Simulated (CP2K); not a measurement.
**Sb under changes of volume**

One of the cells (26.654 Å³/atom); the others are scaled copies at fixed shape and fractional positions:

```xyz
2
Lattice="3.3545 0.0000 0.0000 -1.6773 2.9051 0.0000 0.0000 0.0000 5.4702" Properties=species:S:1:pos:R:3 pbc="T T T"
Sb    1.6773    0.9684    4.1026
Sb    0.0000    1.9367    1.3675
```

This isn't the form of Sb at room conditions, which is rhombohedral.

* Program: CP2K 2026.2
* Functional: PBE
* Potentials or basis: POTENTIAL_UZH Sb GTH-PBE-q5; TZVP-MOLOPT-PBE-GTH basis
* Density cutoff: 6123 eV
* k mesh: 9 × 9 × 5
* Occupations: fermi-dirac, width 0.05 eV
* Spin: no spin polarisation

```tsv
volume (Å³/atom)	energy over the lowest point (meV/atom)	pressure (GPa)
25.055	?	?
25.588	40.46	6.1
26.121	23.29	4.4
26.654	11.19	3.0
27.187	3.54	1.7
27.720	0.00	0.5
28.253	0.29	-0.6
```

Task: What does the run at 25.055 Å³/atom give?

Result: Energy over the lowest point 63.46 meV/atom; pressure 8.0 GPa.

Worked out: A Birch-Murnaghan fit of order 3 (a polynomial in V^(-2/3)) to the other rows has its minimum at 27.95 Å³/atom with B0 = V·E''(V) = 57 GPa and B' = 3.8 at fixed shape and positions, which overstates the stiffness. It gives 63.04 meV/atom at 25.055 Å³/atom, against the run's 63.46, and -dE/dV = 7.7 GPa, against 8.0.

Energies are extrapolated to zero smearing.

Caveats: the basis of atomic orbitals isn't converged, which shifts pressures, moduli and gaps.
